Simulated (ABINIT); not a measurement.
# Ti (P-1) in ABINIT: convergence with smearing width

Aim: find how far smearing width must go before the results for Ti settle, at PBE. This setting moves, with any that are tied to it; all else stays.

All numbers are computed with ABINIT 10.8.3 (patched build); they aren't measurements. Logs are shortened: lines on timing, memory, paths and dates and some standing lists are left out, and cuts for length are marked. The log counts tension as positive stress, the text compression.

## (1) The cell of the first run

The typed cell holds 2 atoms: a = 2.950 Å, b = 2.950 Å, c = 4.680 Å, α = 90.00°, β = 90.00°, γ = 120.00°.

The cell isn't the ideal one: atoms moved at random, drawn with an rms of 0.05 Å.

## (2) With smearing width 0.272 eV

Contents of run.abi:

```
# Pseudopotentials
pp_dirpath "./"
pseudos "Ti_ONCV_PBE-1.2.upf"

# Structure
acell 5.5746920676 5.5746920677 8.8439182632
rprim
     1.0000000000     0.0000000000     0.0000000000
    -0.5000000000     0.8660254038     0.0000000000
     0.0000000000     0.0000000000     1.0000000000
ntypat 1
znucl 22
natom 2
typat 1 1
xred
     0.6861620000     0.3268800000     0.7484870000
     0.3379730000     0.6729080000     0.2487300000
chkprim 0
chksymtnons 0
tolsym 1.0e-6

# Plane-wave basis
ecut 26.0

# k points
kptopt 1
ngkpt 6 6 4
nshiftk 1
shiftk 0.0 0.0 0.0

# Exchange and correlation
ixc 11

# Bands and occupations
nband 16
occopt 6
tsmear 0.272 eV

# SCF cycle
nstep 100
tolvrs 1.0e-10

# Output
iomode 3
prtwf 0
prtden 0
prteig 0
prtebands 0
enunit 1
prtvol 2
```

Potentials or basis: SG15 NC PBE v1.2.

Launch:

```console
$ abinit run.abi > log 2>&1
```

run.abo:

```text
.Version 10.8.3 of ABINIT
 Symmetries : space group P-1 (#  2); Bravais aP (primitive triclinic)
================================================================================
 Values of the parameters that define the memory need of the present run
     intxc =       0    ionmov =       0      iscf =       7    lmnmax =       6
     lnmax =       6     mgfft =      45  mpssoang =       3    mqgrid =    3001
     natom =       2  nloc_mem =       1    nspden =       1   nspinor =       1
    nsppol =       1      nsym =       2    n1xccc =       0    ntypat =       1
    occopt =       6   xclevel =       2
       mpw =        1538          nfft =       32805          nkpt =          76
================================================================================
================================================================================

--------------------------------------------------------------------------------
------------- Echo of variables that govern the present computation ------------
--------------------------------------------------------------------------------
 -outvars: echo values of preprocessed input variables --------
            acell      5.5746920676E+00  5.5746920677E+00  8.8439182632E+00 Bohr
              amu      4.78800000E+01
          chkprim           0
      chksymtnons           0
             ecut      2.60000000E+01 Hartree
           enunit           1
              ixc          11
         kptrlatt        6    0    0      0    6    0      0    0    4
          kptrlen      3.34481524E+01
            natom           2
            nband          16
            ngfft          27      27      45
             nkpt          76
            nstep         100
             nsym           2
           ntypat           1
           occopt           6
           prtden           0
        prtebands           0
           prteig           0
           prtvol           2
            prtwf           0
            rprim      1.0000000000E+00  0.0000000000E+00  0.0000000000E+00
                      -5.0000000000E-01  8.6602540380E-01  0.0000000000E+00
                       0.0000000000E+00  0.0000000000E+00  1.0000000000E+00
          spgroup           2
           tolsym      1.00000000E-06
           tolvrs      1.00000000E-10
           tsmear      9.99581563E-03 Hartree
            typat      1  1
           xangst      1.5420298989E+00  8.3510483222E-01  3.5029191576E+00
                       4.4810499791E-03  1.7191284950E+00  1.1640563992E+00
            xcart      2.9140141869E+00  1.5781194193E+00  6.6195578491E+00
[... 363 lines left out ...]
 Fermi (or HOMO) energy (eV) =   8.23885   Average Vxc (eV)= -11.47569
 Eigenvalues (   eV  ) for nkpt=  76  k points:
 kpt#   1, nband= 16, wtk=  0.00694, kpt=  0.0000  0.0000  0.0000 (reduced coord)
 -48.66972  -48.54052  -25.24292  -24.64717  -24.62850  -24.56554  -24.54939  -24.53572
   2.03707    5.55169    8.89677    8.94144    9.00862    9.04252    9.44768    9.55654
 kpt#   2, nband= 16, wtk=  0.01389, kpt=  0.1667  0.0000  0.0000 (reduced coord)
 -48.64492  -48.53158  -25.18530  -24.75379  -24.66964  -24.65465  -24.59202  -24.56044
   2.78142    6.10174    7.92430    8.17938    9.08773    9.38504    9.53979    9.57746
 kpt#   3, nband= 16, wtk=  0.01389, kpt=  0.3333  0.0000  0.0000 (reduced coord)
 -48.58998  -48.51861  -25.04357  -24.97687  -24.87347  -24.73882  -24.67113  -24.59469
   4.59113    6.53322    6.84169    7.59192    8.89608    8.95135    8.98123   10.82593
 kpt#   4, nband= 16, wtk=  0.00694, kpt=  0.5000  0.0000  0.0000 (reduced coord)
 -48.55457  -48.51995  -25.08947  -24.97763  -24.93145  -24.77160  -24.75175  -24.61304
   5.91200    6.08241    6.44724    7.54065    8.68346    8.73892    9.31248   11.51064
 kpt#   5, nband= 16, wtk=  0.01389, kpt=  0.0000  0.1667  0.0000 (reduced coord)
 -48.64497  -48.53153  -25.18553  -24.75335  -24.67008  -24.65499  -24.59178  -24.56008
   2.78132    6.10073    7.92055    8.18194    9.08815    9.38348    9.51916    9.57673
 kpt#   6, nband= 16, wtk=  0.01389, kpt=  0.1667  0.1667  0.0000 (reduced coord)
 -48.60420  -48.52141  -25.08154  -24.87539  -24.85347  -24.70063  -24.64899  -24.62064
[... 196 lines left out ...]
 kpt#  72, nband= 16, wtk=  0.01389, kpt= -0.1667  0.3333  0.5000 (reduced coord)
 -48.56316  -48.56281  -25.00372  -25.00316  -24.73492  -24.73427  -24.65284  -24.65257
   5.37347    5.37378    7.66462    7.66695    8.39756    8.39834    9.67557    9.67813
 kpt#  73, nband= 16, wtk=  0.00694, kpt=  0.0000  0.5000  0.5000 (reduced coord)
 -48.53722  -48.53706  -25.15554  -25.15540  -24.72226  -24.72197  -24.68731  -24.68678
   5.67814    5.67911    7.40877    7.41201    9.47174    9.47186    9.94311    9.94861
 kpt#  74, nband= 16, wtk=  0.01389, kpt=  0.1667  0.5000  0.5000 (reduced coord)
 -48.53731  -48.53712  -25.10232  -25.10215  -24.79859  -24.79799  -24.66653  -24.66630
   6.04644    6.04737    7.64989    7.65270    8.29845    8.29978    9.88756    9.89168
 kpt#  75, nband= 16, wtk=  0.01389, kpt=  0.3333  0.5000  0.5000 (reduced coord)
 -48.53738  -48.53716  -25.09015  -25.09001  -24.80791  -24.80739  -24.66924  -24.66908
   6.08768    6.08875    7.56708    7.56954    8.34267    8.34347    9.89295    9.89699
 kpt#  76, nband= 16, wtk=  0.00694, kpt=  0.5000  0.5000  0.5000 (reduced coord)
 -48.53737  -48.53714  -25.13740  -25.13731  -24.73265  -24.73223  -24.69506  -24.69442
   5.73068    5.73174    7.35581    7.35894    9.47128    9.47200    9.90218    9.90740
 Total charge density [el/Bohr^3]
)     Maximum=    1.2137E+00  at reduced coord.    0.7407    0.2593    0.7556
)Next maximum=    1.2133E+00  at reduced coord.    0.5556    0.2593    0.7556
)     Minimum=    2.1612E-02  at reduced coord.    0.0000    0.0000    0.2444
)Next minimum=    2.1640E-02  at reduced coord.    0.0000    0.0000    0.7556
   Integrated=    2.4000E+01

--- !EnergyTerms
iteration_state     : {dtset: 1, }
comment             : Components of total free energy in Hartree
kinetic             :  4.37412580257462E+01
hartree             :  2.34954969441342E+01
xc                  : -1.42987655942220E+01
Ewald energy        : -8.45376891234073E+01
psp_core            :  4.50579121039323E+00
local_psp           : -7.72459911191633E+01
non_local_psp       : -1.10462407405158E+01
internal            : -1.15386140397035E+02
'-kT*entropy'       : -1.29965289415563E-04
total_energy        : -1.15386270362324E+02
total_energy_eV     : -3.13982037031239E+03
band_energy         : -1.61702520845743E+01
...

 Cartesian components of stress tensor (hartree/bohr^3)
  sigma(1 1)=  7.39597345E-05  sigma(3 2)= -1.26598476E-09
  sigma(2 2)=  4.67908331E-05  sigma(3 1)=  1.63977992E-08
  sigma(3 3)=  3.23096361E-05  sigma(2 1)= -2.63347151E-05

-Cartesian components of stress tensor (GPa)         [Pressure= -1.5011E+00 GPa]
- sigma(1 1)=  2.17597051E+00  sigma(3 2)= -3.72465576E-05
- sigma(2 2)=  1.37663384E+00  sigma(3 1)=  4.82439908E-04
- sigma(3 3)=  9.50582312E-01  sigma(2 1)= -7.74794069E-01

== END DATASET(S) ==============================================================
================================================================================

 -outvars: echo values of variables after computation  --------
            acell      5.5746920676E+00  5.5746920677E+00  8.8439182632E+00 Bohr
           etotal     -1.1538627036E+02
            fcart     -1.8344522345E-03  9.7097034548E-04  1.0587594943E-04
                       1.8344522345E-03 -9.7097034548E-04 -1.0587594943E-04
            rprim      1.0000000000E+00  0.0000000000E+00  0.0000000000E+00
                      -5.0000000000E-01  8.6602540380E-01  0.0000000000E+00
                       0.0000000000E+00  0.0000000000E+00  1.0000000000E+00
           strten      7.3959734506E-05  4.6790833113E-05  3.2309636060E-05
                      -1.2659847620E-09  1.6397799180E-08 -2.6334715147E-05
           xangst      1.5420298989E+00  8.3510483222E-01  3.5029191576E+00
                       4.4810499791E-03  1.7191284950E+00  1.1640563992E+00
             xred      6.8616200000E-01  3.2688000000E-01  7.4848700000E-01
                       3.3797300000E-01  6.7290800000E-01  2.4873000000E-01
 Calculation completed.
```

Run time: 77 s. Hardware: 1 thread of Arm Neoverse V1, shared host; peak memory 0.08 GiB.

What came out:

- Free energy: -3139.8204 eV
- Pressure: -1.5 GPa
- Largest force: 0.107 eV/Å
- Band gap on the k mesh: none (metal or under the smearing width)
- Valence electrons inside the program's atomic spheres: Ti 9.50 (radii [1.0584] Å)

## (3) With smearing width 0.2 eV

Edit run.abi of step 2 so:

```diff
@@ -36,3 +36,3 @@
 occopt 6
-tsmear 0.272 eV
+tsmear 0.2 eV
```

Potentials or basis: SG15 NC PBE v1.2.

Launch:

```console
$ abinit run.abi > log 2>&1
```

It took 72 s on 1 thread of Arm Neoverse V1, shared host; peak memory 0.08 GiB.

It converged, with:

* Free energy: -3139.8185 eV
* Pressure: -1.5 GPa
* Largest force: 0.099 eV/Å
* Band gap on the k mesh: none (metal or under the smearing width)
* Valence electrons inside the program's atomic spheres: Ti 9.50 (radii [1.0584] Å)

## (4) With smearing width 0.136 eV

Edit run.abi of step 3 so:

```diff
@@ -36,3 +36,3 @@
 occopt 6
-tsmear 0.2 eV
+tsmear 0.136 eV
```

Launch:

```console
$ abinit run.abi > log 2>&1
```

Wall time 74 s (1 thread of Arm Neoverse V1, shared host); peak memory 0.08 GiB.

Results (log left out):

```
Free energy                                           : -3139.8162 eV
Pressure                                              : -1.5 GPa
Largest force                                         : 0.092 eV/Å
Band gap on the k mesh                                : none (metal or under the smearing width)
Valence electrons inside the program's atomic spheres : Ti 9.50 (radii [1.0584] Å)
```

## (5) With smearing width 0.1 eV

Edit run.abi of step 4 so:

```diff
@@ -36,3 +36,3 @@
 occopt 6
-tsmear 0.136 eV
+tsmear 0.1 eV
```

Launch:

```console
$ abinit run.abi > log 2>&1
```

Wall time 64 s (1 thread of Arm Neoverse V1, shared host); peak memory 0.08 GiB.

It converged, with:

```
Free energy                                           : -3139.8153 eV
Pressure                                              : -1.5 GPa
Largest force                                         : 0.093 eV/Å
Band gap on the k mesh                                : none (metal or under the smearing width)
Valence electrons inside the program's atomic spheres : Ti 9.50 (radii [1.0584] Å)
```

## (6) With smearing width 0.05 eV

Edit run.abi of step 5 so:

```diff
@@ -36,3 +36,3 @@
 occopt 6
-tsmear 0.1 eV
+tsmear 0.05 eV
```

Potentials or basis: SG15 NC PBE v1.2.

Launch:

```console
$ abinit run.abi > log 2>&1
```

Wall time 72 s (1 thread of Arm Neoverse V1, shared host); peak memory 0.08 GiB.

Results (log left out):

```
Free energy                                           : -3139.8142 eV
Pressure                                              : -1.6 GPa
Largest force                                         : 0.100 eV/Å
Band gap on the k mesh                                : none (metal or under the smearing width)
Valence electrons inside the program's atomic spheres : Ti 9.50 (radii [1.0584] Å)
```

## (7) With smearing width 0.025 eV

Edit run.abi of step 6 so:

```diff
@@ -36,3 +36,3 @@
 occopt 6
-tsmear 0.05 eV
+tsmear 0.025 eV
```

Launch:

```console
$ abinit run.abi > log 2>&1
```

Run time: 71 s. Hardware: 1 thread of Arm Neoverse V1, shared host; peak memory 0.08 GiB.

It converged, with:

| Quantity | Value |
| --- | --- |
| Free energy | -3139.8135 eV |
| Pressure | -1.6 GPa |
| Largest force | 0.105 eV/Å |
| Band gap on the k mesh | none (metal or under the smearing width) |
| Valence electrons inside the program's atomic spheres | Ti 9.50 (radii [1.0584] Å) |

## (8) With smearing width 0.01 eV

Edit run.abi of step 7 so:

```diff
@@ -36,3 +36,3 @@
 occopt 6
-tsmear 0.025 eV
+tsmear 0.01 eV
```

Launch:

```console
$ abinit run.abi > log 2>&1
```

Run time: 66 s. Hardware: 1 thread of Arm Neoverse V1, shared host; peak memory 0.08 GiB.

Results (log left out):

```
Free energy                                           : -3139.8131 eV
Pressure                                              : -1.7 GPa
Largest force                                         : 0.122 eV/Å
Band gap on the k mesh                                : none (metal or under the smearing width)
Valence electrons inside the program's atomic spheres : Ti 9.50 (radii [1.0584] Å)
```

## (9) The series at a glance

```
smearing width  energy less the tightest run (meV/atom)  pressure (GPa)  largest force (eV/Å)  SCF cycles  CPU time (s)  peak memory (GiB)
      0.272 eV                                    -3.63           -1.50                 0.107          16            77               0.08
        0.2 eV                                    -2.70           -1.46                 0.099          15            72               0.08
      0.136 eV                                    -1.55           -1.48                 0.092          15            74               0.08
        0.1 eV                                    -1.09           -1.52                 0.093          13            64               0.08
       0.05 eV                                    -0.55           -1.59                 0.100          15            72               0.08
      0.025 eV                                    -0.20           -1.61                 0.105          15            71               0.08
       0.01 eV                                     0.00           -1.65                 0.122          14            66               0.08
```

Against the tightest run, the energy stays within 1 meV/atom from 0.05 eV on; the pressure stays within 0.1 GPa from 0.05 eV on. Not settled before the last step: the largest force (to 0.005 eV/Å). Narrower smearing needs a denser k mesh, so at a fixed mesh the narrowest width isn't the most accurate. The tightest run that finished is the yardstick and may itself not be fully converged.

Caveats: all runs use coarse meshes.
